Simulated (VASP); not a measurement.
Input of a VASP 6.6.1 run:

INCAR

```
PREC = Accurate ; ENCUT = 520
EDIFF = 1E-6 ; ISMEAR = 0
SIGMA = 0.05 ; LREAL = F
LASPH = T ; NELM = 60
ALGO = Normal ; ISIF = 2
LWAVE = F ; LCHARG = F
LDIPOL = T ; IDIPOL = 3
DIPOL = 0.5 0.5 0.285 ; GGA = PE
IBRION = 2 ; NSW = 40
EDIFFG = -0.005
```

File KPOINTS:

```
regular mesh
0
Gamma
  9 9 1
```

POSCAR

```
CdTe
1.0
    3.0380000000      0.0000000000      0.0000000000
    0.0000000000      3.0380000000      0.0000000000
    0.0000000000      0.0000000000     31.5700000000
Cd Te
1 1
Selective dynamics
Direct
    0.0000000000      0.0000000000      0.2383800000  F F F
    0.5000000000      0.5000000000      0.3317800000  T T T
```

Potentials or basis: VASP PAW PBE potentials, release 64 (Cd, Te).

The run is started by

```bash
$ cat potpaw_PBE.64/Cd/POTCAR potpaw_PBE.64/Te/POTCAR > POTCAR
$ mpirun -np 1 vasp_std > vasp.out
```

**Question.** What does it give for the band gap on the k mesh?

**Answer.** None (metal or under the smearing width).

**Question.** Predict the energy gained by relaxing.

**Answer.** 2.6 meV/atom.

The path:
| step | energy change (eV) | largest force (eV/Å) | pressure (GPa) |
| --- | --- | --- | --- |
| 1 | 0.0000 | 0.0989 | 0.29 |
| 2 | -0.0005 | 0.0928 | 0.29 |
| 3 | -0.0017 | 0.0752 | 0.27 |
| 4 | -0.0034 | 0.0456 | 0.24 |
| 5 | -0.0050 | 0.0146 | 0.19 |
| 6 | -0.0052 | 0.0055 | 0.16 |
| 7 | -0.0053 | 0.0004 | 0.14 |

Spin-orbit coupling is left out, which matters for the levels of Te.
